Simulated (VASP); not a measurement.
# CdSe (P6_3mc) in VASP: a series of runs

Runs on CdSe. Level: r2SCAN. Tasks: relaxation of cell and atoms.

All numbers are computed with VASP 6.6.1; they aren't measurements. Logs are shortened: lines on timing, memory, paths and dates and some standing lists are left out, and cuts for length are marked.

## 1. The crystal as given

Symmetry: P6_3mc, No. 186, hexagonal system. The conventional cell has a = 4.346 Å, b = 4.346 Å, c = 7.090 Å, α = 90.00°, β = 90.00°, γ = 120.00°. Cd (site symmetry 3m) has 4 Se at 2.66 to 2.67 Å as nearest neighbours. Se (site symmetry 3m) is surrounded by 4 Cd at 2.66 to 2.67 Å.

The cell is a database's computed one.

## 2. Relaxation of cell and atoms, r2SCAN

The input, INCAR:

```
SYSTEM = CdSe
ALGO     = Normal         ! electronic algorithm
EDIFF    = 1E-6           ! SCF threshold, eV
EDIFFG   = -0.005         ! ionic threshold
ENCUT    = 600            ! plane-wave cutoff, eV
IBRION   = 2              ! ionic algorithm
ISIF     = 3              ! what is computed and relaxed
ISMEAR   = 0              ! smearing method
KPAR     = 4            
LASPH    = .TRUE.         ! aspherical terms in the spheres
LCHARG   = .FALSE.        ! write CHGCAR
LMIXTAU  = .TRUE.       
LREAL    = .FALSE.        ! projectors in reciprocal space
LWAVE    = .FALSE.        ! write WAVECAR
METAGGA  = R2SCAN         ! meta-GGA
NELM     = 120            ! most SCF steps
NSW      = 80             ! ionic steps
PREC     = Accurate       ! precision mode
SIGMA    = 0.02           ! smearing width, eV
```

The input, KPOINTS:

```
k-points
0
G
  8 8 5
  0 0 0
```

The input, POSCAR:

```
CdSe
1.0
    4.3460854000      0.0000000000      0.0000000000
   -2.1730427000      3.7638203000      0.0000000000
    0.0000000000      0.0000000000      7.0898399000
Cd Se
2 2
Direct
    0.6666666700      0.3333333300      0.4999533600
    0.3333333300      0.6666666700      0.9999533600
    0.6666666700      0.3333333300      0.8759066400
    0.3333333300      0.6666666700      0.3759066400
```

Potentials or basis: VASP PAW PBE potentials, release 64 (Cd, Se).

The run is started by

```bash
$ cat potpaw_PBE.64/Cd/POTCAR potpaw_PBE.64/Se/POTCAR > POTCAR
$ mpirun -np 4 vasp_std > vasp.out
```

OUTCAR:

```text
SYSTEM = CdSe
   EDIFF = 1E-6
   EDIFFG = -0.005
   ENCUT = 600
   IBRION = 2
   ISIF = 3
   ISMEAR = 0
   LASPH = .TRUE.
   LREAL = .FALSE.
   METAGGA = R2SCAN
   NELM = 120
   NSW = 80
   PREC = Accurate

 ion  position               nearest neighbor table
   1  0.667  0.333  0.500-   4 2.66   4 2.66   4 2.66   3 2.67
   2  0.333  0.667  1.000-   3 2.66   3 2.66   3 2.66   4 2.67
   3  0.667  0.333  0.876-   2 2.66   2 2.66   2 2.66   1 2.67
   4  0.333  0.667  0.376-   1 2.66   1 2.66   1 2.66   2 2.67

  LATTYP: Found a hexagonal cell.
 ALAT       =     4.3460854000
 C/A-ratio  =     1.6313162875

  Lattice vectors:

 A1 = (   4.3460854000,   0.0000000000,   0.0000000000)
 A2 = (  -2.1730427000,   3.7638203000,   0.0000000000)
 A3 = (   0.0000000000,   0.0000000000,   7.0898399000)

Analysis of symmetry for initial positions (statically):
=====================================================================
 Subroutine PRICEL returns:
 Original cell was already a primitive cell.

 Routine SETGRP: Setting up the symmetry group for a
 hexagonal supercell.

 Subroutine GETGRP returns: Found 12 space group operations
 (whereof  6 operations were pure point group operations)
 out of a pool of 24 trial point group operations.

The static configuration has the point symmetry C_3v.
 The point group associated with its full space group is C_6v.

Analysis of symmetry for dynamics (positions and initial velocities):
=====================================================================
 Subroutine PRICEL returns:
 Original cell was already a primitive cell.

 Routine SETGRP: Setting up the symmetry group for a
 hexagonal supercell.

 Subroutine GETGRP returns: Found 12 space group operations
 (whereof  6 operations were pure point group operations)
 out of a pool of 24 trial point group operations.

The dynamic configuration has the point symmetry C_3v.
 The point group associated with its full space group is C_6v.

 Subroutine INISYM returns: Found 12 space group operations
 (whereof  6 operations are pure point group operations),
 and found     1 'primitive' translations

----------------------------------------------------------------------------------------

                                     Primitive cell

  volume of cell :     115.9748

  direct lattice vectors                    reciprocal lattice vectors
     4.346085400  0.000000000  0.000000000     0.230092119  0.132843749  0.000000000
    -2.173042700  3.763820300  0.000000000     0.000000000  0.265687498  0.000000000
     0.000000000  0.000000000  7.089839900     0.000000000  0.000000000  0.141046909

  length of vectors
     4.346085400  4.346085345  7.089839900     0.265687495  0.265687498  0.141046909

  position of ions in fractional coordinates (direct lattice)
     0.666666670  0.333333330  0.499953360
     0.333333330  0.666666670  0.999953360
     0.666666670  0.333333330  0.875906640
     0.333333330  0.666666670  0.375906640

  ion indices of the primitive-cell ions
   primitive index   ion index
                 1           1
                 2           2
                 3           3
                 4           4

----------------------------------------------------------------------------------------

 KPOINTS: k-points

Automatic generation of k-mesh.
 Grid dimensions read from file:
 generate k-points for:    8    8    5

 Generating k-lattice:

  Cartesian coordinates                     Fractional coordinates (reciprocal lattice)
     0.028761515  0.016605469  0.000000000     0.125000000  0.000000000  0.000000000
[... 65 lines left out ...]
   ISIF   =      3    stress and relaxation
   ISYM   =      2    0-nonsym 1-usesym 2-fastsym
   POTIM  = 0.5000    time-step for ionic-motion
   TEBEG  =    0.0;   TEEND  =   0.0 temperature during run
   PSTRESS=    0.0 pullay stress
   NELECT =      36.0000    total number of electrons
   NUPDOWN=      -1.0000    fix difference up-down
   EMIN   =  10.00;   EMAX   =-10.00  energy-range for DOS
   EFERMI =   0.00;   METHOD = LEGACY
   ISMEAR =     0;   SIGMA  =   0.02  broadening in eV -4-tet -1-fermi 0-gaus
   EFERMI_NEDOS =   21; number of points for ismear=-14 and -15
   IALGO  =     38    algorithm
   IMIX   =      4    mixing-type and parameters
     AMIX     =   0.40;   BMIX     =  1.00
     AMIX_MAG =   1.60;   BMIX_MAG =  1.00
  volume/ion in A,a.u.               =      28.99       195.66
  Fermi-wavevector in a.u.,A,eV,Ry     =   1.108463  2.094691 16.717341  1.228690
  Thomas-Fermi vector in A             =   2.244990
   LORBIT       =      0    0 simple, 1 ext, 2 COOP (PROOUT), +10 PAW based schemes
   METAGGA = R2SCAN    functional components
   LHFCALC =     F    Hartree Fock is set to
   AEXX    =    0.0000 exact exchange contribution
   IVDW    =     0    specifies the selected vdW correction
   LEPSILON=     F    determine dielectric tensor
   LRPA    =     F    only Hartree local field effects (RPA)
 conjugate gradient relaxation of ions
 non-spin polarized calculation
 Gauss-broadening in eV      SIGMA  =   0.02
  energy-cutoff  :      600.00
  volume of cell :      115.97
 maximum number of plane-waves:      3899
 NGX is ok and might be reduce to    36
   NGX = 17   NGY = 17   NGZ = 29

--------------------------------------- Ionic step        1  -------------------------------------------

 number of electron      36.0000009 magnetization

 Free energy of the ion-electron system (eV)
  ---------------------------------------------------
  ext. energy  EPLUGINS =         0.00000000
  ---------------------------------------------------
  free energy    TOTEN  =       -71.83406292 eV

  energy without entropy =      -71.83406292  energy(sigma->0) =      -71.83406292

------------------------ aborting loop because EDIFF is reached ----------------------------------------

  FORCE on cell =-STRESS in cart. coord.  units (eV):
  Direction    XX          YY          ZZ          XY          YZ          ZX
  --------------------------------------------------------------------------------------
  -------------------------------------------------------------------------------------
  Total       -0.0149880     -0.0149880     -0.0359671      0.0000000      0.0000000      0.0000000
  in kB       -0.2070573     -0.2070572     -0.4968815      0.0000000      0.0000000      0.0000000
  external PRESSURE =      -0.3036653 kB  Pullay stress =       0.0000000 kB

 VOLUME and BASIS-vectors are now :
 -----------------------------------------------------------------------------
  energy-cutoff  :      600.00
  volume of cell :      115.97
      direct lattice vectors                 reciprocal lattice vectors
     4.346085400  0.000000000  0.000000000     0.230092119  0.132843749  0.000000000
    -2.173042700  3.763820300  0.000000000     0.000000000  0.265687498  0.000000000
     0.000000000  0.000000000  7.089839900     0.000000000  0.000000000  0.141046909

 POSITION                                       TOTAL-FORCE (eV/Angst)
 -----------------------------------------------------------------------------------
      2.17304      1.25461      3.54459        -0.000000      0.000000      0.003338
     -0.00000      2.50921      7.08951         0.000000     -0.000000      0.003338
      2.17304      1.25461      6.21004         0.000000     -0.000000     -0.003338
     -0.00000      2.50921      2.66512        -0.000000      0.000000     -0.003338
 -----------------------------------------------------------------------------------
    total drift:                               -0.000013      0.000007     -0.003286

  FREE ENERGIE OF THE ION-ELECTRON SYSTEM (eV)
  ---------------------------------------------------
  free  energy   TOTEN  =       -71.8340629199 eV

  energy  without entropy=      -71.8340629199  energy(sigma->0) =      -71.83406292

--------------------------------------- Ionic step        2  -------------------------------------------

 number of electron      36.0000008 magnetization

 Free energy of the ion-electron system (eV)
  ---------------------------------------------------
  ext. energy  EPLUGINS =         0.00000000
  ---------------------------------------------------
  free energy    TOTEN  =       -71.83407820 eV

  energy without entropy =      -71.83407820  energy(sigma->0) =      -71.83407820

 E-fermi :   0.5587     XC(G=0):  -9.2799

 val. band max:        0.4154445330   @ k =   0.0000   0.0000   0.0000
 cond. band min:       1.5006508442   @ k =   0.0000   0.0000   0.0000
 fundamental gap:      1.0852063111
 Fermi energy:         0.5586789510

 k-point     1 :       0.0000    0.0000    0.0000
  band No.  band energies     occupation
      1     -12.4430      2.00000
      2     -12.0839      2.00000
      3      -7.6498      2.00000
      4      -7.6441      2.00000
      5      -7.6441      2.00000
      6      -7.5763      2.00000
[... 589 lines left out ...]
     21       5.6810      0.00000
     22       5.9702      0.00000

 [... further k-points ...]

------------------------ aborting loop because EDIFF is reached ----------------------------------------

  FORCE on cell =-STRESS in cart. coord.  units (eV):
  Direction    XX          YY          ZZ          XY          YZ          ZX
  --------------------------------------------------------------------------------------
  -------------------------------------------------------------------------------------
  Total        0.0031036      0.0031036      0.0041199      0.0000000     -0.0000000      0.0000000
  in kB        0.0429093      0.0429093      0.0569611      0.0000000     -0.0000000      0.0000000
  external PRESSURE =       0.0475932 kB  Pullay stress =       0.0000000 kB

 VOLUME and BASIS-vectors are now :
 -----------------------------------------------------------------------------
  energy-cutoff  :      600.00
  volume of cell :      115.88
      direct lattice vectors                 reciprocal lattice vectors
     4.345299779  0.000000000  0.000000000     0.230133719  0.132867767  0.000000000
    -2.172649890  3.763139933 -0.000000000     0.000000000  0.265735534  0.000000000
     0.000000000  0.000000000  7.086764416     0.000000000  0.000000000  0.141108119

 POSITION                                       TOTAL-FORCE (eV/Angst)
 -----------------------------------------------------------------------------------
      2.17265      1.25438      3.54321         0.000000     -0.000000      0.000282
     -0.00000      2.50876      7.08659        -0.000000      0.000000      0.000282
      2.17265      1.25438      6.20718         0.000000     -0.000000     -0.000282
     -0.00000      2.50876      2.66380        -0.000000      0.000000     -0.000282
 -----------------------------------------------------------------------------------
    total drift:                               -0.000013      0.000007     -0.003140

  FREE ENERGIE OF THE ION-ELECTRON SYSTEM (eV)
  ---------------------------------------------------
  free  energy   TOTEN  =       -71.8340782033 eV

  energy  without entropy=      -71.8340782033  energy(sigma->0) =      -71.83407820

 reached required accuracy - stopping structural energy minimisation
```

It took 5.4 min on 4 MPI ranks of AMD EPYC 7R13 (Zen 3), shared host; peak memory 0.33 GiB.

What came out:

```yaml
Free_energy: -71.8341 eV
Relaxed_volume: 28.97 Å³/atom
Relaxed_cell: a = 4.345 Å, b = 4.345 Å, c = 7.087 Å, α = 90.00°, β = 90.00°, γ = 120.00°
Space_group_after_relaxing_to_0.05_Å: P6_3mc (No. 186)
Energy_gained_by_relaxing: 0.0 meV/atom
Ionic_steps: 2
Pressure_after_relaxing: 0.0 GPa
Band_gap_on_the_k_mesh: 1.09 eV, direct
```

Final structure:
```cif
data_structure
_symmetry_space_group_name_H-M 'P 1'
_symmetry_Int_Tables_number 1
_cell_length_a 4.3453
_cell_length_b 4.3453
_cell_length_c 7.0868
_cell_angle_alpha 90.000
_cell_angle_beta 90.000
_cell_angle_gamma 120.000
_cell_volume 115.88
loop_
_atom_site_label
_atom_site_type_symbol
_atom_site_fract_x
_atom_site_fract_y
_atom_site_fract_z
_atom_site_occupancy
Cd1 Cd 0.66667 0.33333 0.49998 1
Cd2 Cd 0.33333 0.66667 0.99998 1
Se1 Se 0.66667 0.33333 0.87588 1
Se2 Se 0.33333 0.66667 0.37588 1
```

Caveat: the PAW data sets were made with another functional, which shifts forces and pressure a little. r2SCAN opens gaps a little over a GGA but as a rule still falls short of measured ones.

(Part 1 of 2 ends here.)
